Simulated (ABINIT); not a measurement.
Runs of ABINIT 10.8.3 (patched build) on CdS (Hawleyite). The structure is cubic, space group F-43m (No. 216). Conventional cell: a = 5.833 Å, b = 5.833 Å, c = 5.833 Å, α = 90.00°, β = 90.00°, γ = 90.00°. Around Cd (site symmetry -43m) lie 4 S at 2.53 Å. Around S (site symmetry -43m) lie 4 Cd at 2.53 Å. 

| task | level | potentials or basis | k mesh | cutoff (eV) | fine-grid cutoff | most SCF steps | line searches a band (nline) | other keys | mesh quality | gap on the mesh (eV) | pressure (GPa) | V0 of scaled cells (Å³/atom) | B0 (GPa) |
| --- | --- | --- | --- | --- | --- | --- | --- | --- | --- | --- | --- | --- | --- |
| equation of state | PW91 | JTH PAW PBE v2.0 | 8 × 8 × 8 | 707 | 1306.15 eV | - | - | - | not flagged | - | - | 25.94 | 54 |
| single point | PBE0 | SPMS NC PBE v1.0 | 3 × 3 × 3 | 599 | - | 60 | 3 | nline = 3 | coarse | 2.88 | 1.9 | - | - |
| equation of state | PBEsol | JTH PAW PBE v2.0 | 8 × 8 × 8 | 707 | 1306.15 eV | - | - | - | not flagged | - | - | (b) | (a) |
| single point | PBE0 | PseudoDojo NC SR PBE v0.4.1 standard | 3 × 3 × 3 | 1252 | - | 60 | - | - | coarse | 2.96 | - | - | - |
| equation of state | WC | JTH PAW PBE v2.0 | 8 × 8 × 8 | 707 | 1306.15 eV | - | - | - | not flagged | - | - | 24.76 | 62 |
| single point | PBE0 | SPMS NC PBE v1.0 | 3 × 3 × 3 | 599 | - | 60 | - | - | coarse | 2.88 | 1.9 | - | - |
| equation of state | PBE | JTH PAW PBE v2.0 | 8 × 8 × 8 | 707 | 1306.15 eV | - | - | - | not flagged | - | - | 26.04 | 53 |

Alike in all rows: no spin polarisation; cell as given; smearing fermi-dirac 0.05 eV.

Question: Fill in the values left out.

Answer: (a) 61; (b) 24.73.

Caveats: some runs use coarse meshes; pressures at fixed basis lie under the slope of the energies (some runs); the PAW data sets were made with another functional, which shifts forces and pressure a little (some runs); exact exchange is summed on a coarse mesh, which widens gaps by tenths of an eV (some runs); the potentials were made for another functional, which shifts forces and pressure (some runs).

A k mesh can miss the band edges, and the runs leave out spin-orbit coupling on Cd.
